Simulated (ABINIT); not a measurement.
# Quasiparticle gap of BP (F-43m) in ABINIT, part 3 of 3

Wanted: ground state, empty states, screening and self-energy for BP (F-43m).

ABINIT 10.8.3; PBE and many-body steps on it, plane waves. Known limits of the many-body steps: not at the basis limit.

So far. Step 4 (Empty states on the mesh, 6×6×6 mesh, 140 bands): On this mesh the gap is 1.347 eV. The earlier step found 1.280 eV, so this mesh misses an edge. Step 5 (Screening, 6×6×6 mesh, 132 bands, screening to 244.9 eV): Local fields lower ε∞ by 9 %.

## Step 6: Self-energy, 6×6×6 mesh, 132 bands, screening to 244.9 eV

The self-energy is evaluated for the states that the input lists, and the levels follow from it, in one-shot runs by the linearised quasiparticle equation.

This step: G0W0 on PBE, plane waves, norm-conserving pseudopotentials.

run.abi

```
acell 3*1.0 Angstrom
rprim 
  0.000000000000 2.269000000000 2.269000000000
  2.269000000000 0.000000000000 2.269000000000
  2.269000000000 2.269000000000 0.000000000000
ntypat 2
znucl 5 15
natom 2
typat 1 2
xred 
  0.000000000000 0.000000000000 0.000000000000
  0.250000000000 0.250000000000 0.250000000000
pp_dirpath "pseudos"
pseudos "B.upf, P.upf"
ecut 34
ngkpt 6 6 6
nshiftk 1
shiftk 0 0 0
kptopt 1
chksymbreak 0
istwfk *1
occopt 1
irdwfk 1
optdriver 4
nband 132
gwcalctyp 0
ecutsigx 34
symsigma 1
nkptgw 16
kptgw 
  0.0000000000 0.0000000000 0.0000000000
  0.1666666667 0.0000000000 0.0000000000
  0.3333333333 0.0000000000 0.0000000000
  0.5000000000 0.0000000000 0.0000000000
  0.1666666667 0.1666666667 0.0000000000
  0.3333333333 0.1666666667 0.0000000000
  0.5000000000 0.1666666667 0.0000000000
  -0.3333333333 0.1666666667 0.0000000000
  -0.1666666667 0.1666666667 0.0000000000
  0.3333333333 0.3333333333 0.0000000000
  0.5000000000 0.3333333333 0.0000000000
  -0.3333333333 0.3333333333 0.0000000000
  0.5000000000 0.5000000000 0.0000000000
  0.5000000000 0.3333333333 0.1666666667
  -0.3333333333 0.3333333333 0.1666666667
  -0.3333333333 0.5000000000 0.1666666667
bdgw 
  1 8
  1 8
  1 8
  1 8
  1 8
  1 8
  1 8
  1 8
  1 8
  1 8
  1 8
  1 8
  1 8
  1 8
  1 8
  1 8
ecuteps 9
irdscr 1
ppmodel 1
indata_prefix "in"
outdata_prefix "out"
tmpdata_prefix "tmp"
```

Started as:

```console
$ OMP_NUM_THREADS=1 mpirun -n 4 abinit run.abi > log
```

Numbers of over 12 decimals in the logs are rounded to 6 here.

What it wrote:

```text
.Version 10.8.3 of ABINIT. v10.8.2 released Aug 2026.

 Symmetries : space group F-4 3 m (#216); Bravais cF (face-center cubic)
[... echo of the input left out ...]
== DATASET  1 ==================================================================
-   mpi_nproc: 4, omp_nthreads: 1 (-1 if OMP is not activated)

--- !DatasetInfo
iteration_state: {dtset: 1, }
dimensions: {natom: 2, nkpt: 16, mband: 132, nsppol: 1, nspinor: 1, nspden: 1, mpw: 1524, }
cutoff_energies: {ecut:  34.0, pawecutdg:  -1.0, }
electrons: {nelect:   8.00000000E+00, charge:   0.00000000E+00, occopt:   1.00000000E+00, tsmear:   1.00000000E-02, }

 SIGMA: Calculation of the GW corrections

 Based on a program developped by R.W. Godby, V. Olevano, G. Onida, and L. Reining.
 Incorporated in ABINIT by V. Olevano, G.-M. Rignanese, and M. Torrent.
.Using double precision arithmetic ; gwpc =  8

[... cell and pseudopotentials left out ...]
--------------------------------------------------------------------------------

 ==== K-mesh for the wavefunctions ====
 Number of points in the irreducible wedge :    16
[... list of points left out ...]
 Together with 24 symmetry operations and time-reversal symmetry
 yields   216 points in the full Brillouin Zone.

 ==== Q-mesh for screening function ====
 Number of points in the irreducible wedge :    16
[... list of points left out ...]
 Together with 24 symmetry operations and time-reversal symmetry
 yields   216 points in the full Brillouin Zone.

 vcoul_init : cutoff-mode = AUXILIARY_FUNCTION
 q-points for optical limit:   1
     1)      0.000010    0.000020    0.000030
 setmesh: FFT mesh size selected  =    32x   32x   32
          total number of points  =        32768

 Number of electrons calculated from density =    8.0000; Expected =    8.0000
 average of density, n =  0.050741
 r_s =    1.6757
 omega_plasma =   21.7288 [eV]

 === KS Band Gaps ===
  >>>> For spin  1
   Minimum direct gap =   3.4068 [eV], located at k-point      :   0.0000  0.0000  0.0000
   Fundamental gap    =   1.3473 [eV], Top of valence bands at :   0.0000  0.0000  0.0000
                                       Bottom of conduction at :   0.5000  0.5000  0.0000
 SIGMA fundamental parameters:
 PLASMON POLE MODEL  1
 number of plane-waves for SigmaX                 1459
 number of plane-waves for SigmaC and W            181
 number of plane-waves for wavefunctions          1459
 number of bands                                   132
 number of independent spin polarizations            1
 number of spinorial components                      1
 number of k-points in IBZ                          16
 number of q-points in IBZ                          16
 number of symmetry operations                      24
 number of k-points in BZ                          216
 number of q-points in BZ                          216
 number of frequencies for dSigma/dE                 9
 frequency step for dSigma/dE [eV]                0.25
 number of omega for Sigma on real axis              0
 max omega for Sigma on real axis  [eV]           0.00
 zcut for avoiding poles [eV]                     0.10

 EPSILON^-1 parameters (SCR file):
 dimension of the eps^-1 matrix on file            181
 dimension of the eps^-1 matrix used               181
 number of plane-waves for wavefunctions          1459
 number of bands                                   132
 number of q-points in IBZ                          16
 number of frequencies                               2
 number of real frequencies                          1
 number of imag frequencies                          1

 matrix elements of self-energy operator (all in [eV])

 Perturbative Calculation

--- !SelfEnergy_ee
iteration_state: {dtset: 1, }
kpoint     : [   0.000,    0.000,    0.000, ]
spin       : 1
KS_gap     :    3.407
QP_gap     :    4.279
Delta_QP_KS:    0.873
data: !SigmaeeData |
     Band     E0 <VxcDFT>   SigX SigC(E0)      Z dSigC/dE  Sig(E)    E-E0       E
        1  -8.194 -12.119 -20.580   7.832   0.652  -0.533 -12.529  -0.410  -8.604
        2   7.266 -13.300 -15.048   0.932   0.791  -0.264 -13.946  -0.646   6.619
        3   7.266 -13.300 -15.048   0.932   0.791  -0.264 -13.946  -0.646   6.619
        4   7.266 -13.300 -15.048   0.932   0.791  -0.264 -13.946  -0.646   6.619
        5  10.672 -12.025  -7.238  -4.502   0.793  -0.261 -11.799   0.226  10.899
        6  10.672 -12.025  -7.238  -4.502   0.793  -0.261 -11.799   0.226  10.899
        7  10.672 -12.025  -7.238  -4.502   0.793  -0.261 -11.799   0.226  10.899
        8  14.623 -12.715  -6.291  -6.241   0.769  -0.300 -12.574   0.141  14.765

--- !SelfEnergy_ee
iteration_state: {dtset: 1, }
kpoint     : [   0.167,    0.000,    0.000, ]
spin       : 1
KS_gap     :    4.684
QP_gap     :    5.545
Delta_QP_KS:    0.861
data: !SigmaeeData |
     Band     E0 <VxcDFT>   SigX SigC(E0)      Z dSigC/dE  Sig(E)    E-E0       E
        1  -7.696 -12.159 -20.429   7.539   0.638  -0.567 -12.626  -0.466  -8.162
        2   4.432 -12.687 -15.527   1.866   0.782  -0.279 -13.448  -0.761   3.671
[...]
--- !SelfEnergy_ee
iteration_state: {dtset: 1, }
kpoint     : [   0.333,    0.000,    0.000, ]
spin       : 1
KS_gap     :    5.362
QP_gap     :    6.235
Delta_QP_KS:    0.872
data: !SigmaeeData |
     Band     E0 <VxcDFT>   SigX SigC(E0)      Z dSigC/dE  Sig(E)    E-E0       E
[...]
--- !SelfEnergy_ee
iteration_state: {dtset: 1, }
kpoint     : [   0.500,    0.000,    0.000, ]
spin       : 1
KS_gap     :    5.535
QP_gap     :    6.419
Delta_QP_KS:    0.884
data: !SigmaeeData |
     Band     E0 <VxcDFT>   SigX SigC(E0)      Z dSigC/dE  Sig(E)    E-E0       E
[...]
--- !SelfEnergy_ee
iteration_state: {dtset: 1, }
kpoint     : [   0.167,    0.167,    0.000, ]
spin       : 1
KS_gap     :    4.177
QP_gap     :    5.064
Delta_QP_KS:    0.887
data: !SigmaeeData |
     Band     E0 <VxcDFT>   SigX SigC(E0)      Z dSigC/dE  Sig(E)    E-E0       E
[...]
--- !SelfEnergy_ee
iteration_state: {dtset: 1, }
kpoint     : [   0.333,    0.167,    0.000, ]
spin       : 1
KS_gap     :    5.473
QP_gap     :    6.416
Delta_QP_KS:    0.943
data: !SigmaeeData |
     Band     E0 <VxcDFT>   SigX SigC(E0)      Z dSigC/dE  Sig(E)    E-E0       E
[...]
--- !SelfEnergy_ee
iteration_state: {dtset: 1, }
kpoint     : [   0.500,    0.167,    0.000, ]
spin       : 1
KS_gap     :    5.874
QP_gap     :    6.835
Delta_QP_KS:    0.961
data: !SigmaeeData |
     Band     E0 <VxcDFT>   SigX SigC(E0)      Z dSigC/dE  Sig(E)    E-E0       E
[...]
--- !SelfEnergy_ee
iteration_state: {dtset: 1, }
kpoint     : [  -0.333,    0.167,    0.000, ]
spin       : 1
KS_gap     :    5.843
QP_gap     :    6.815
Delta_QP_KS:    0.972
data: !SigmaeeData |
     Band     E0 <VxcDFT>   SigX SigC(E0)      Z dSigC/dE  Sig(E)    E-E0       E
[...]
--- !SelfEnergy_ee
iteration_state: {dtset: 1, }
kpoint     : [  -0.167,    0.167,    0.000, ]
spin       : 1
KS_gap     :    5.472
QP_gap     :    6.463
Delta_QP_KS:    0.991
data: !SigmaeeData |
     Band     E0 <VxcDFT>   SigX SigC(E0)      Z dSigC/dE  Sig(E)    E-E0       E
[...]
--- !SelfEnergy_ee
iteration_state: {dtset: 1, }
kpoint     : [   0.333,    0.333,    0.000, ]
spin       : 1
KS_gap     :    4.881
QP_gap     :    5.786
Delta_QP_KS:    0.906
data: !SigmaeeData |
     Band     E0 <VxcDFT>   SigX SigC(E0)      Z dSigC/dE  Sig(E)    E-E0       E
[...]
--- !SelfEnergy_ee
iteration_state: {dtset: 1, }
kpoint     : [   0.500,    0.333,    0.000, ]
spin       : 1
KS_gap     :    5.618
QP_gap     :    6.541
Delta_QP_KS:    0.923
data: !SigmaeeData |
     Band     E0 <VxcDFT>   SigX SigC(E0)      Z dSigC/dE  Sig(E)    E-E0       E
[...]
--- !SelfEnergy_ee
iteration_state: {dtset: 1, }
kpoint     : [  -0.333,    0.333,    0.000, ]
spin       : 1
KS_gap     :    5.706
QP_gap     :    6.641
Delta_QP_KS:    0.935
data: !SigmaeeData |
     Band     E0 <VxcDFT>   SigX SigC(E0)      Z dSigC/dE  Sig(E)    E-E0       E
[...]
--- !SelfEnergy_ee
iteration_state: {dtset: 1, }
kpoint     : [   0.500,    0.500,    0.000, ]
spin       : 1
KS_gap     :    5.461
QP_gap     :    6.356
Delta_QP_KS:    0.895
data: !SigmaeeData |
     Band     E0 <VxcDFT>   SigX SigC(E0)      Z dSigC/dE  Sig(E)    E-E0       E
[...]
--- !SelfEnergy_ee
iteration_state: {dtset: 1, }
kpoint     : [   0.500,    0.333,    0.167, ]
spin       : 1
KS_gap     :    7.269
QP_gap     :    8.281
Delta_QP_KS:    1.012
data: !SigmaeeData |
     Band     E0 <VxcDFT>   SigX SigC(E0)      Z dSigC/dE  Sig(E)    E-E0       E
[...]
--- !SelfEnergy_ee
iteration_state: {dtset: 1, }
kpoint     : [  -0.333,    0.333,    0.167, ]
spin       : 1
KS_gap     :    8.484
QP_gap     :    9.521
Delta_QP_KS:    1.037
data: !SigmaeeData |
     Band     E0 <VxcDFT>   SigX SigC(E0)      Z dSigC/dE  Sig(E)    E-E0       E
[...]
--- !SelfEnergy_ee
iteration_state: {dtset: 1, }
kpoint     : [  -0.333,    0.500,    0.167, ]
spin       : 1
KS_gap     :    9.010
QP_gap     :   10.011
Delta_QP_KS:    1.001
data: !SigmaeeData |
     Band     E0 <VxcDFT>   SigX SigC(E0)      Z dSigC/dE  Sig(E)    E-E0       E
[...]
4   2.092 -11.945 -15.684   2.672   0.770  -0.299 -12.767  -0.821   1.271
        5  11.103 -11.338  -6.319  -4.794   0.796  -0.256 -11.159   0.180  11.282
        6  11.718 -11.275  -6.152  -4.890   0.799  -0.252 -11.089   0.186  11.905
        7  16.368 -12.194  -5.314  -6.511   0.760  -0.316 -11.914   0.281  16.649
        8  17.030 -12.130  -5.227  -6.523   0.759  -0.317 -11.841   0.289  17.319

 New Fermi energy :        2.811647E-01 Ha ,    7.650881E+00 eV
 New Exchange energy :    -2.510399E+00 Ha ,   -6.831145E+01 eV

 === QP Band Gaps ===
  >>>> For spin  1
   Minimum direct gap =   4.2793 [eV], located at k-point      :   0.0000  0.0000  0.0000
   Fundamental gap    =   2.0628 [eV], Top of valence bands at :   0.0000  0.0000  0.0000
                                       Bottom of conduction at :   0.5000  0.5000  0.0000

== END DATASET(S) ==============================================================
================================================================================

 -outvars: echo values of variables after computation  --------
           etotal      0.0000000000E+00
            nband         132
             nkpt          16
          spgroup         216
 [... the other variables as echoed above ...]

 Calculation completed.
```

The job ended after 9.4 min (4 MPI ranks of Arm Neoverse V1, shared host; peak memory 1 GiB; 37 min of CPU time).

Numbers from this step:

```yaml
g0w0_gap_on_the_mesh: 2.063 eV
starting_gap_on_the_mesh: 1.347 eV
k_of_the_valence_top: 0, 0, 0
k_of_the_conduction_bottom: 0.5, 0.5, 0
z_at_the_valence_top: 0.791
z_at_the_conduction_bottom: 0.805
least_direct_g0w0_gap_on_the_computed_points: 4.280 eV
```

The gap on the mesh goes from 1.35 eV to 2.06 eV, a correction of +0.72 eV. The start differs from the 1.28 eV found before because the two sample other k points.

Limits: finite bands, cutoff and mesh. v1 is the top filled band, c1 the lowest empty one. Levels before and after the correction, in eV, zero at the valence-band top of each column:

```
           conduction bottom  valence top
Kohn-Sham               1.35         0.00
     G0W0               2.06         0.00
```

```
                       level  energy (eV)
Kohn-Sham            Γ v3-v1        0.000
Kohn-Sham            Γ c1-c3        3.407
Kohn-Sham     (0.5 0.5 0) v3       -8.578
Kohn-Sham  (0.5 0.5 0) v2-v1       -4.114
Kohn-Sham     (0.5 0.5 0) c1        1.347
Kohn-Sham     (0.5 0.5 0) c2        1.667
Kohn-Sham     (0.5 0.5 0) c3       12.066
     G0W0            Γ v3-v1        0.000
     G0W0            Γ c1-c3        4.280
     G0W0     (0.5 0.5 0) v3       -8.892
     G0W0  (0.5 0.5 0) v2-v1       -4.292
     G0W0     (0.5 0.5 0) c1        2.063
     G0W0     (0.5 0.5 0) c2        2.437
     G0W0     (0.5 0.5 0) c3       13.016
```

## Step 7: Where the time went

Times are wall times on 4 MPI ranks of Arm Neoverse V1, shared host. The host was busy with other work, so they are no guide to cost.

```
                          step     time  share  memory (GiB)
                  ground state    4.1 s    1 %          0.25
bands along the symmetry lines      4 s    1 %          0.24
      empty states on the mesh     15 s    2 %          0.74
                     screening     58 s    9 %          0.89
                   self-energy  9.4 min   87 %             1
```

## Step 8: Summary of results

```json
{"PBE gap": "1.26 eV, indirect", "G0W0 gap on the mesh": "2.06 eV", "G0W0 gap over the zone (rigid shift)": "1.98 eV", "GW settings": "6×6×6 mesh, 132 bands, screening to 244.9 eV, Godby-Needs plasmon pole", "known limits": "not at the basis limit"}
```

In words: G0W0 moves the gap on the mesh from 1.35 eV to 2.06 eV (+0.72 eV), with Z of 0.79 and 0.81 at the edges. The mesh misses the band edges by 0.09 eV in all; a rigid shift gives 1.98 eV for the zone. Local fields lower the RPA ε∞ on this mesh from 10.65 to 9.74. The dearest step here is «self-energy». Bands and cutoff are finite, so the gap is not at the basis limit. The miss can reach some tenths of an eV and take either sign; the mesh is an error of its own. A denser mesh or path gives a starting gap of 1.26 eV: the GW mesh misses a band edge, so its gaps are not the fundamental one.

[Paths, hosts, dates, memory and timing lines, banners, echoed tables and standing remarks are left out of the program output.]

[Logs are printed without paths, hosts, clocks, repeated set-up lines and the standing remarks that a program may print on its own settings, such as how far it seeks lower states.]

[Runs of the session that timed out or met a known fault of the program may be left out.]

[Hosts, paths, dates, database ids (printed as entryN), source tags and the programs' standing remarks are cut or masked in the printed files.]

[G0W0 gaps are taken among the corrected bands and points alone; a level outside them can change the order at an edge.]

[Where Ansatz stands beside ABINIT at settings called matched, ABINIT's density can come from a denser mesh and the files from another edition; pairs whose starting gaps differed by over 0.03 eV were left out, so agreement reads better than it is.]
